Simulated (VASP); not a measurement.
# NaCl (Fm-3m) in VASP: further runs, part 2 of 2

VASP 6.6.1. The steps go on from the part before.

### 4 Relaxation of cell and atoms, PBEsol

INCAR

```
  ALGO = Normal
  EDIFF = 1E-7
  EDIFFG = -0.005
  ENCUT = 600
  GGA = PS
  IBRION = 2
  ISIF = 3
  ISMEAR = 0
  LASPH = True
  LCHARG = False
  LREAL = False
  LWAVE = False
  NELM = 80
  NSW = 90
  PREC = Accurate
  SIGMA = 0.03
```

KPOINTS

```
k-points
0
Gamma
  8 8 8
```

POSCAR

```
NaCl                                    
1.0
    0.0000000000      2.8051740243      2.8051740243
    2.8051740243      0.0000000000      2.8051740243
    2.8051740243      2.8051740243     -0.0000000000
  Na              Cl            
     1     1
Direct
     0.0000000000000000    0.0000000000000000    0.0000000000000000
     0.5000000000000000    0.5000000000000000    0.5000000000000000
```

Potentials or basis: VASP PAW PBE potentials, release 64 (Na_pv, Cl).

Command:

```
cat potpaw_PBE.64/Na_pv/POTCAR potpaw_PBE.64/Cl/POTCAR > POTCAR
mpirun -np 1 vasp_std > vasp.out
```

OUTCAR:

```text
EDIFF = 1E-7
   EDIFFG = -0.005
   ENCUT = 600
   GGA = PS
   IBRION = 2
   ISIF = 3
   ISMEAR = 0
   LASPH = True
   LREAL = False
   NELM = 80
   NSW = 90
   PREC = Accurate

 ion  position               nearest neighbor table
   1  0.000  0.000  0.000-
   2  0.500  0.500  0.500-

  LATTYP: Found a face centered cubic cell.
 ALAT       =     5.6103480486

  Lattice vectors:

 A1 = (   0.0000000000,   2.8051740243,   2.8051740243)
 A2 = (   2.8051740243,   0.0000000000,   2.8051740243)
 A3 = (   2.8051740243,   2.8051740243,   0.0000000000)

Analysis of symmetry for initial positions (statically):
=====================================================================
 Subroutine PRICEL returns:
 Original cell was already a primitive cell.

 Routine SETGRP: Setting up the symmetry group for a
 face centered cubic supercell.

 Subroutine GETGRP returns: Found 48 space group operations
 (whereof 48 operations were pure point group operations)
 out of a pool of 48 trial point group operations.

The static configuration has the point symmetry O_h .

Analysis of symmetry for dynamics (positions and initial velocities):
=====================================================================
 Subroutine PRICEL returns:
 Original cell was already a primitive cell.

 Routine SETGRP: Setting up the symmetry group for a
 face centered cubic supercell.

 Subroutine GETGRP returns: Found 48 space group operations
 (whereof 48 operations were pure point group operations)
 out of a pool of 48 trial point group operations.

The dynamic configuration has the point symmetry O_h .

 Subroutine INISYM returns: Found 48 space group operations
 (whereof 48 operations are pure point group operations),
 and found     1 'primitive' translations

----------------------------------------------------------------------------------------
[... 172 lines left out ...]
  ---------------------------------------------------
  free  energy   TOTEN  =        -6.9986418018 eV

  energy  without entropy=       -6.9986418018  energy(sigma->0) =       -6.99864180

--------------------------------------- Ionic step        2  -------------------------------------------

 number of electron      14.0000009 magnetization

 Free energy of the ion-electron system (eV)
  ---------------------------------------------------
  ext. energy  EPLUGINS =         0.00000000
  ---------------------------------------------------
  free energy    TOTEN  =        -6.99866264 eV

  energy without entropy =       -6.99866264  energy(sigma->0) =       -6.99866264

 E-fermi :  -0.4930     XC(G=0):  -8.4093

 val. band max:       -0.6850443652   @ k =   0.0000   0.0000   0.0000
 cond. band min:       4.3106895103   @ k =   0.0000   0.0000   0.0000
 fundamental gap:      4.9957338755
 Fermi energy:        -0.4929667917

 k-point     1 :       0.0000    0.0000    0.0000
  band No.  band energies     occupation
      1     -21.3042      2.00000
      2     -21.3042      2.00000
      3     -21.3042      2.00000
      4     -13.3689      2.00000
      5      -0.6850      2.00000
      6      -0.6850      2.00000
      7      -0.6850      2.00000
      8       4.3107      0.00000
      9      10.3292      0.00000
     10      10.3292      0.00000
     11      10.3292      0.00000
[... 309 lines left out ...]
 k-point    24 :      -0.3750    0.2500    0.1250
  band No.  band energies     occupation
      1     -21.3308      2.00000
      2     -21.3133      2.00000
      3     -21.3091      2.00000
      4     -12.9708      2.00000
      5      -2.4240      2.00000
      6      -1.4925      2.00000
      7      -1.1195      2.00000
      8       7.5050      0.00000
      9       8.8445      0.00000
     10       9.4804      0.00000
     11      11.0015      0.00000

 [... further k-points ...]

------------------------ aborting loop because EDIFF is reached ----------------------------------------

  FORCE on cell =-STRESS in cart. coord.  units (eV):
  Direction    XX          YY          ZZ          XY          YZ          ZX
  --------------------------------------------------------------------------------------
  -------------------------------------------------------------------------------------
  Total       -0.0073987     -0.0073987     -0.0073987     -0.0000000     -0.0000000     -0.0000000
  in kB       -0.2688844     -0.2688844     -0.2688844     -0.0000000     -0.0000000     -0.0000000
  external PRESSURE =      -0.2688844 kB  Pullay stress =       0.0000000 kB

 VOLUME and BASIS-vectors are now :
 -----------------------------------------------------------------------------
  energy-cutoff  :      600.00
  volume of cell :       44.09
      direct lattice vectors                 reciprocal lattice vectors
    -0.000000000  2.803863451  2.803863451    -0.178325375  0.178325375  0.178325375
     2.803863451 -0.000000000  2.803863451     0.178325375 -0.178325375  0.178325375
     2.803863451  2.803863451 -0.000000000     0.178325375  0.178325375 -0.178325375

 POSITION                                       TOTAL-FORCE (eV/Angst)
 -----------------------------------------------------------------------------------
      0.00000      0.00000      0.00000         0.000000     -0.000000      0.000000
      2.80386      2.80386      2.80386        -0.000000      0.000000     -0.000000
 -----------------------------------------------------------------------------------
    total drift:                                0.000000     -0.000000     -0.000000

  FREE ENERGIE OF THE ION-ELECTRON SYSTEM (eV)
  ---------------------------------------------------
  free  energy   TOTEN  =        -6.9986626353 eV

  energy  without entropy=       -6.9986626353  energy(sigma->0) =       -6.99866264

 reached required accuracy - stopping structural energy minimisation
```

OSZICAR:

```text
N       E                     dE             d eps       ncg     rms          rms(c)
DAV:   1     0.981727863957E+02    0.98173E+02   -0.78835E+03   641   0.143E+03
DAV:   2     0.155356235461E+01   -0.96619E+02   -0.91099E+02   726   0.289E+02
DAV:   3    -0.696024425678E+01   -0.85138E+01   -0.84546E+01   773   0.842E+01
[... 13 lines left out ...]
DAV:   1    -0.699883349832E+01   -0.19169E-03   -0.38945E-03   719   0.974E-01    0.852E-02
DAV:   2    -0.699868686708E+01    0.14663E-03   -0.24049E-04   719   0.171E-01    0.344E-02
DAV:   3    -0.699866314297E+01    0.23724E-04   -0.57923E-05   722   0.889E-02    0.163E-02
DAV:   4    -0.699866265968E+01    0.48330E-06   -0.17801E-06   939   0.176E-02    0.136E-03
DAV:   5    -0.699866263527E+01    0.24402E-07   -0.18177E-07   383   0.431E-03
   2 F= -.69986626E+01 E0= -.69986626E+01  d E =-.208334E-04
```

CONTCAR:

```text
NaCl
   1.00000000000000
    -0.0000000000000000    2.8038634506065008    2.8038634506065008
     2.8038634506065008   -0.0000000000000000    2.8038634506065008
     2.8038634506065008    2.8038634506065008   -0.0000000000000000
  Na              Cl
     1     1
Direct
     0.0000000000000000    0.0000000000000000    0.0000000000000000
     0.5000000000000000    0.5000000000000000    0.5000000000000000

  0.00000000E+00  0.00000000E+00  0.00000000E+00
  0.00000000E+00  0.00000000E+00  0.00000000E+00
```

Wall time 13 s (1 thread of Intel Xeon Platinum 8488C (Sapphire Rapids), shared host); peak memory 0.17 GiB.

What came out:

* Free energy: -6.9987 eV
* Relaxed volume: 22.04 Å³/atom
* Relaxed cell: a = 3.965 Å, b = 3.965 Å, c = 3.965 Å, α = 60.00°, β = 60.00°, γ = 60.00°
* Space group after relaxing (to 0.05 Å): Fm-3m (No. 225)
* Energy gained by relaxing: 0.0 meV/atom
* Ionic steps: 2
* Pressure after relaxing: 0.0 GPa
* Band gap on the k mesh: 5.00 eV, direct

Final structure:
```xyz
2
Lattice="0.0000 2.8039 2.8039 2.8039 0.0000 2.8039 2.8039 2.8039 0.0000" Properties=species:S:1:pos:R:3 pbc="T T T"
Na    0.0000    0.0000    0.0000
Cl    2.8039    2.8039    2.8039
```

Caveat: the PAW data sets were made with another functional, which shifts forces and pressure a little. PBEsol gaps usually lie below the measured ones, often by a third to a half.
